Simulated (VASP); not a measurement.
# Rh (Fm-3m) in VASP: further runs

Aim: see how the results for Rh move with the level of theory and the settings. Levels: PBEsol, RPBE. Tasks: relaxation of cell and atoms.

All numbers are computed with VASP 6.6.1; they aren't measurements. Logs are shortened: lines on timing, memory, paths and dates and some standing lists are left out, and cuts for length are marked.

## Step 1: The crystal as given

Symmetry: Fm-3m, No. 225, cubic system. The conventional cell has a = 3.796 Å, b = 3.796 Å, c = 3.796 Å, α = 90.00°, β = 90.00°, γ = 90.00°. Rh (site symmetry m-3m) is surrounded by 12 Rh at 2.68 Å.

## Step 2: Relaxation of cell and atoms, PBEsol

Contents of INCAR:

```
SYSTEM = Rh
PREC = Accurate
ENCUT = 600
EDIFF = 1E-6
ISMEAR = 1
SIGMA = 0.1
LREAL = .False.
LASPH = .True.
NELM = 80
ALGO = Normal
ISIF = 3
LWAVE = .False.
LCHARG = .False.
GGA = PS
IBRION = 2
NSW = 90
EDIFFG = -0.01
KPAR = 2
```

Contents of KPOINTS:

```
Automatic mesh
0
Gamma
  16 16 16
  0 0 0
```

Contents of POSCAR:

```
Rh
1.0
    0.0000000000      1.8978500000      1.8978500000
    1.8978500000      0.0000000000      1.8978500000
    1.8978500000      1.8978500000      0.0000000000
Rh
1
Direct
    0.0000000000      0.0000000000      0.0000000000
```

Potentials or basis: VASP PAW PBE potentials, release 64 (Rh_pv).

Run with:

```bash
> cat potpaw_PBE.64/Rh_pv/POTCAR > POTCAR
> mpirun -np 2 vasp_std > vasp.out
```

OUTCAR:

```text
SYSTEM = Rh
   PREC = Accurate
   ENCUT = 600
   EDIFF = 1E-6
   ISMEAR = 1
   LREAL = .False.
   LASPH = .True.
   NELM = 80
   ISIF = 3
   GGA = PS
   IBRION = 2
   NSW = 90
   EDIFFG = -0.01

 ion  position               nearest neighbor table
   1  0.000  0.000  0.000-

  LATTYP: Found a face centered cubic cell.
 ALAT       =     3.7957000000

  Lattice vectors:

 A1 = (   0.0000000000,   1.8978500000,   1.8978500000)
 A2 = (   1.8978500000,   0.0000000000,   1.8978500000)
 A3 = (   1.8978500000,   1.8978500000,   0.0000000000)

Analysis of symmetry for initial positions (statically):
=====================================================================
 Subroutine PRICEL returns:
 Original cell was already a primitive cell.

 Routine SETGRP: Setting up the symmetry group for a
 face centered cubic supercell.

 Subroutine GETGRP returns: Found 48 space group operations
 (whereof 48 operations were pure point group operations)
 out of a pool of 48 trial point group operations.

The static configuration has the point symmetry O_h .

Analysis of symmetry for dynamics (positions and initial velocities):
=====================================================================
 Subroutine PRICEL returns:
 Original cell was already a primitive cell.

 Routine SETGRP: Setting up the symmetry group for a
 face centered cubic supercell.

 Subroutine GETGRP returns: Found 48 space group operations
 (whereof 48 operations were pure point group operations)
 out of a pool of 48 trial point group operations.

The dynamic configuration has the point symmetry O_h .

 Subroutine INISYM returns: Found 48 space group operations
 (whereof 48 operations are pure point group operations),
 and found     1 'primitive' translations

----------------------------------------------------------------------------------------

                                     Primitive cell

  volume of cell :      13.6715

  direct lattice vectors                    reciprocal lattice vectors
     0.000000000  1.897850000  1.897850000    -0.263456016  0.263456016  0.263456016
     1.897850000  0.000000000  1.897850000     0.263456016 -0.263456016  0.263456016
     1.897850000  1.897850000  0.000000000     0.263456016  0.263456016 -0.263456016

  length of vectors
     2.683965209  2.683965209  2.683965209     0.456319205  0.456319205  0.456319205

  position of ions in fractional coordinates (direct lattice)
     0.000000000  0.000000000  0.000000000

  ion indices of the primitive-cell ions
   primitive index   ion index
                 1           1

----------------------------------------------------------------------------------------

 KPOINTS: Automatic mesh

Automatic generation of k-mesh.
 Grid dimensions read from file:
 generate k-points for:   16   16   16

 Generating k-lattice:

  Cartesian coordinates                     Fractional coordinates (reciprocal lattice)
    -0.016466001  0.016466001  0.016466001     0.062500000  0.000000000  0.000000000
     0.016466001 -0.016466001  0.016466001     0.000000000  0.062500000  0.000000000
     0.016466001  0.016466001 -0.016466001     0.000000000  0.000000000  0.062500000

  Length of vectors
     0.028519950  0.028519950  0.028519950

  Shift w.r.t. Gamma in fractional coordinates (k-lattice)
     0.000000000  0.000000000  0.000000000

 Subroutine IBZKPT returns following result:
 ===========================================

 Found    145 irreducible k-points:

 Following reciprocal coordinates:
            Coordinates               Weight
  0.000000  0.000000  0.000000      1.000000
  0.062500  0.000000  0.000000      8.000000
  0.125000  0.000000  0.000000      8.000000
  0.187500  0.000000  0.000000      8.000000
  0.250000  0.000000  0.000000      8.000000
  0.312500  0.000000  0.000000      8.000000
[... 16 lines left out ...]
 -0.125000  0.062500  0.000000     24.000000
 -0.062500  0.062500  0.000000     12.000000
 [... further k-points ...]
   k-points           NKPTS =    145   k-points in BZ     NKDIM =    145   number of bands    NBANDS=     11
   number of dos      NEDOS =    301   number of ions     NIONS =      1
   total plane-waves  NPLWV =  13824
   dimension x,y,z NGX =    24 NGY =   24 NGZ =   24
   dimension x,y,z NGXF=    48 NGYF=   48 NGZF=   48
   ions per type =               1
   NGX,Y,Z   is equivalent  to a cutoff of  14.87, 14.87, 14.87 a.u.
   NGXF,Y,Z  is equivalent  to a cutoff of  29.73, 29.73, 29.73 a.u.
 SYSTEM =  Rh
   PREC   = accura    normal or accurate (medium, high low for compatibility)
   ISTART =      0    job   : 0-new  1-cont  2-samecut
   ICHARG =      2    charge: 1-file 2-atom 10-const
   ISPIN  =      1    spin polarized calculation?
   LNONCOLLINEAR =      F non collinear calculations
   LSORBIT =      F    spin-orbit coupling
   LASPH  =      T    aspherical Exc in radial PAW
   ENCUT  =  600.0 eV  44.10 Ry    6.64 a.u.   5.36  5.36  5.36*2*pi/ulx,y,z
   NELM   =     80;   NELMIN=  2; NELMDL= -5     # of ELM steps
   EDIFF  = 0.1E-05   stopping-criterion for ELM
   LREAL  =      F    real-space projection
   EDIFFG = -.1E-01   stopping-criterion for IOM
   NSW    =     90    number of steps for IOM
   IBRION =      2    ionic relax: 0-MD 1-quasi-New 2-CG
   NFREE  =      1    steps in history (QN), initial steepest desc. (CG)
   ISIF   =      3    stress and relaxation
   ISYM   =      2    0-nonsym 1-usesym 2-fastsym
   POTIM  = 0.5000    time-step for ionic-motion
   TEBEG  =    0.0;   TEEND  =   0.0 temperature during run
   PSTRESS=    0.0 pullay stress
   NELECT =      15.0000    total number of electrons
   NUPDOWN=      -1.0000    fix difference up-down
   EMIN   =  10.00;   EMAX   =-10.00  energy-range for DOS
   EFERMI =   0.00;   METHOD = LEGACY
   ISMEAR =     1;   SIGMA  =   0.10  broadening in eV -4-tet -1-fermi 0-gaus
   EFERMI_NEDOS =   21; number of points for ismear=-14 and -15
   IALGO  =     38    algorithm
   IMIX   =      4    mixing-type and parameters
     AMIX     =   0.40;   BMIX     =  1.00
     AMIX_MAG =   1.60;   BMIX_MAG =  1.00
  volume/ion in A,a.u.               =      13.67        92.26
  Fermi-wavevector in a.u.,A,eV,Ry     =   1.688496  3.190795 38.790465  2.851019
  Thomas-Fermi vector in A             =   2.770792
   LORBIT       =      0    0 simple, 1 ext, 2 COOP (PROOUT), +10 PAW based schemes
   GGA     = PS    functional components
   LHFCALC =     F    Hartree Fock is set to
   AEXX    =    0.0000 exact exchange contribution
   IVDW    =     0    specifies the selected vdW correction
   LEPSILON=     F    determine dielectric tensor
   LRPA    =     F    only Hartree local field effects (RPA)
 conjugate gradient relaxation of ions
 non-spin polarized calculation
 Methfessel and Paxton  Order N= 1 SIGMA  =   0.10
  energy-cutoff  :      600.00
  volume of cell :       13.67
 maximum number of plane-waves:       469
 NGX is ok and might be reduce to    24
   NGX = 11   NGY = 11   NGZ = 11

--------------------------------------- Ionic step        1  -------------------------------------------

 number of electron      15.0000002 magnetization

 Free energy of the ion-electron system (eV)
  ---------------------------------------------------
  ext. energy  EPLUGINS =         0.00000000
  ---------------------------------------------------
  free energy    TOTEN  =        -8.13513390 eV

  energy without entropy =       -8.13491013  energy(sigma->0) =       -8.13505931

------------------------ aborting loop because EDIFF is reached ----------------------------------------

  FORCE on cell =-STRESS in cart. coord.  units (eV):
  Direction    XX          YY          ZZ          XY          YZ          ZX
  --------------------------------------------------------------------------------------
  -------------------------------------------------------------------------------------
  Total       -0.3192519     -0.3192519     -0.3192519      0.0000000      0.0000000     -0.0000000
  in kB      -37.4135029    -37.4135029    -37.4135029      0.0000000      0.0000000     -0.0000000
  external PRESSURE =     -37.4135029 kB  Pullay stress =       0.0000000 kB
[... 55 lines left out ...]
  energy  without entropy=       -8.1223147002  energy(sigma->0) =       -8.12252938

--------------------------------------- Ionic step        3  -------------------------------------------

 number of electron      15.0000002 magnetization

 Free energy of the ion-electron system (eV)
  ---------------------------------------------------
  ext. energy  EPLUGINS =         0.00000000
  ---------------------------------------------------
  free energy    TOTEN  =        -8.13722043 eV

  energy without entropy =       -8.13697220  energy(sigma->0) =       -8.13713769

 E-fermi :  12.0858     XC(G=0): -14.3371

 val. band max:       12.0762554435   @ k =   0.4375   0.1250   0.0625
 cond. band min:      12.0875860883   @ k =   0.3125   0.2500   0.0000
 fundamental gap:      0.0113306448
 Fermi energy:        12.0858274397

 k-point     1 :       0.0000    0.0000    0.0000
  band No.  band energies     occupation
      1     -34.2653      2.00000
      2     -34.2653      2.00000
      3     -34.2653      2.00000
      4       3.9063      2.00000
      5       8.9141      2.00000
      6       8.9141      2.00000
      7       8.9141      2.00000
      8      11.0899      2.00000
      9      11.0899      2.00000
     10      28.0168      0.00000
     11      32.4191      0.00000
[... 309 lines left out ...]
 k-point    24 :      -0.0625    0.0625    0.0000
  band No.  band energies     occupation
      1     -34.3397      2.00000
      2     -34.2877      2.00000
      3     -34.2710      2.00000
      4       4.3265      2.00000
      5       8.7060      2.00000
      6       9.0644      2.00000
      7       9.1137      2.00000
      8      10.8945      2.00000
      9      11.1150      2.00000
     10      28.6248      0.00000
     11      31.9506      0.00000

 [... further k-points ...]

------------------------ aborting loop because EDIFF is reached ----------------------------------------

  FORCE on cell =-STRESS in cart. coord.  units (eV):
  Direction    XX          YY          ZZ          XY          YZ          ZX
  --------------------------------------------------------------------------------------
  -------------------------------------------------------------------------------------
  Total       -0.0039848     -0.0039848     -0.0039848     -0.0000000     -0.0000000      0.0000000
  in kB       -0.4730422     -0.4730422     -0.4730422     -0.0000000     -0.0000000      0.0000000
  external PRESSURE =      -0.4730422 kB  Pullay stress =       0.0000000 kB
[... 16 lines left out ...]
  FREE ENERGIE OF THE ION-ELECTRON SYSTEM (eV)
  ---------------------------------------------------
  free  energy   TOTEN  =        -8.1372204319 eV

  energy  without entropy=       -8.1369722001  energy(sigma->0) =       -8.13713769

 reached required accuracy - stopping structural energy minimisation
```

Wall time 13 s (2 MPI ranks of Intel Xeon Platinum 8559C (Emerald Rapids), shared host); peak memory 0.15 GiB.

What came out:

```
Free energy                            : -8.1372 eV
Relaxed volume                         : 13.50 Å³/atom
Relaxed cell                           : a = 2.672 Å, b = 2.672 Å, c = 2.672 Å, α = 60.00°, β = 60.00°, γ = 60.00°
Space group after relaxing (to 0.05 Å) : Fm-3m (No. 225)
Energy gained by relaxing              : 2.1 meV/atom
Ionic steps                            : 3
Pressure after relaxing                : 0.0 GPa
Band gap on the k mesh                 : none (metal or under the smearing width)
```

Step by step:
```tsv
step	energy change (eV)	largest force (eV/Å)	pressure (GPa)	volume (Å³)
1	0.0000	0.0000	-3.74	13.67
2	0.0125	0.0000	10.90	13.05
3	-0.0021	0.0000	-0.05	13.50
```

Final structure:
```
Rh
1.0
     0.00000    1.88971    1.88971
     1.88971    0.00000    1.88971
     1.88971    1.88971    0.00000
Rh
1
Direct
  0.00000 0.00000 0.00000
```

Caveat: the PAW data sets were made with another functional, which shifts forces and pressure a little.

## Step 3: Relaxation of cell and atoms, PBEsol

This run uses another cell than the first one, of 13.50 Å³/atom, 0.987 times its volume.

Changes to INCAR since step 2:

```diff
@@ -3,3 +3,3 @@
 ENCUT = 600
-EDIFF = 1E-6
+EDIFF = 1E-7
 ISMEAR = 1
@@ -16,3 +16,3 @@
 NSW = 90
-EDIFFG = -0.01
+EDIFFG = -0.005
 KPAR = 2
```

KPOINTS is that of step 2.

Contents of POSCAR:

```
Rh                                      
1.0
   -0.0000000000      1.8897137200      1.8897137200
    1.8897137200      0.0000000000      1.8897137200
    1.8897137200      1.8897137200     -0.0000000000
  Rh            
     1
Direct
     0.0000000000000000    0.0000000000000000    0.0000000000000000
```

Potentials or basis: VASP PAW PBE potentials, release 64 (Rh_pv).

Run with:

```bash
> cat potpaw_PBE.64/Rh_pv/POTCAR > POTCAR
> mpirun -np 2 vasp_std > vasp.out
```

It took 6.9 s on 2 MPI ranks of Intel Xeon Platinum 8559C (Emerald Rapids), shared host; peak memory 0.15 GiB.

Results (log left out):

| Quantity | Value |
| --- | --- |
| Free energy | -8.1369 eV |
| Pressure after relaxing | 0.0 GPa |
| Band gap on the k mesh | none (metal or under the smearing width) |

Final structure:
```
Rh
1.0
     0.00000    1.88971    1.88971
     1.88971    0.00000    1.88971
     1.88971    1.88971    0.00000
Rh
1
Direct
  0.00000 0.00000 0.00000
```

Levels at points of the mesh, in eV from the Fermi level:
| k point | band 5 | band 6 | band 7 | band 8 | band 9 | band 10 |
| --- | --- | --- | --- | --- | --- | --- |
| (0.00, 0.00, 0.00) | -3.17 | -3.17 | -3.17 | -1.00 | -1.00 | 15.93 |
| (0.50, 0.00, 0.00) | -3.25 | -3.25 | 0.61 | 0.61 | 0.64 | 8.80 |
| (0.50, 0.50, 0.00) | -6.13 | 0.59 | 1.04 | 1.04 | 3.21 | 12.48 |

Caveat: the relaxation stopped at its first step, so nothing moved; the PAW data sets were made with another functional, which shifts forces and pressure a little.

## Step 4: Relaxation of cell and atoms, RPBE

Contents of INCAR:

```
SYSTEM = Rh
PREC     = Accurate       ! precision mode
ENCUT    = 600            ! plane-wave cutoff, eV
EDIFF    = 1E-6           ! SCF threshold, eV
ISMEAR   = 1              ! smearing method
SIGMA    = 0.1            ! smearing width, eV
LREAL    = .False.        ! projectors in reciprocal space
LASPH    = .True.         ! aspherical terms in the spheres
NELM     = 80             ! most SCF steps
ALGO     = Normal         ! electronic algorithm
ISIF     = 3              ! what is computed and relaxed
LWAVE    = .False.        ! write WAVECAR
LCHARG   = .False.        ! write CHGCAR
GGA      = RP             ! functional
IBRION   = 2              ! ionic algorithm
NSW      = 90             ! ionic steps
EDIFFG   = -0.01          ! ionic threshold
```

Contents of KPOINTS:

```
regular mesh
0
Gamma
  16 16 16
  0 0 0
```

Contents of POSCAR:

```
Rh
1.0
    0.0000000000      1.8978500000      1.8978500000
    1.8978500000      0.0000000000      1.8978500000
    1.8978500000      1.8978500000      0.0000000000
Rh
1
Direct
    0.0000000000      0.0000000000      0.0000000000
```

Run with:

```bash
> cat potpaw_PBE.64/Rh_pv/POTCAR > POTCAR
> mpirun -np 1 vasp_std > vasp.out
```

Run time: 33 s. Hardware: 1 thread of Intel Xeon Platinum 8488C (Sapphire Rapids), shared host; peak memory 0.17 GiB.

Results (log left out):

```
Free energy                            : -6.6148 eV
Relaxed volume                         : 14.31 Å³/atom
Relaxed cell                           : a = 2.725 Å, b = 2.725 Å, c = 2.725 Å, α = 60.00°, β = 60.00°, γ = 60.00°
Space group after relaxing (to 0.05 Å) : Fm-3m (No. 225)
Energy gained by relaxing              : 22.9 meV/atom
Ionic steps                            : 4
Pressure after relaxing                : 0.0 GPa
Band gap on the k mesh                 : none (metal or under the smearing width)
```

Step by step:
```
step  energy change (eV)  largest force (eV/Å)  pressure (GPa)  volume (Å³)
   1              0.0000                0.0000           12.32        13.67
   2              0.0780                0.0000          -18.64        15.86
   3             -0.0229                0.0000           -0.40        14.33
   4             -0.0229                0.0000           -0.03        14.31
```

Final structure:
```
CELL_PARAMETERS angstrom
0.00000 1.92682 1.92682
1.92682 0.00000 1.92682
1.92682 1.92682 0.00000
ATOMIC_POSITIONS crystal
Rh 0.00000 0.00000 0.00000
```

Levels at points of the mesh, in eV from the Fermi level:
```
           k point  band 4  band 5  band 6  band 7  band 8  band 9  band 10  band 11
(0.00, 0.00, 0.00)   -7.61   -2.87   -2.87   -2.87   -0.92   -0.92    16.04    20.74
(0.50, 0.00, 0.00)   -5.75   -2.94   -2.94    0.54    0.54    0.82     8.29    15.53
(0.50, 0.50, 0.00)   -5.92   -5.57    0.51    0.93    0.93    3.27    11.82    13.15
```

Caveat: the PAW data sets were made with another functional, which shifts forces and pressure a little. Zero-point motion and thermal expansion aren't in these numbers.
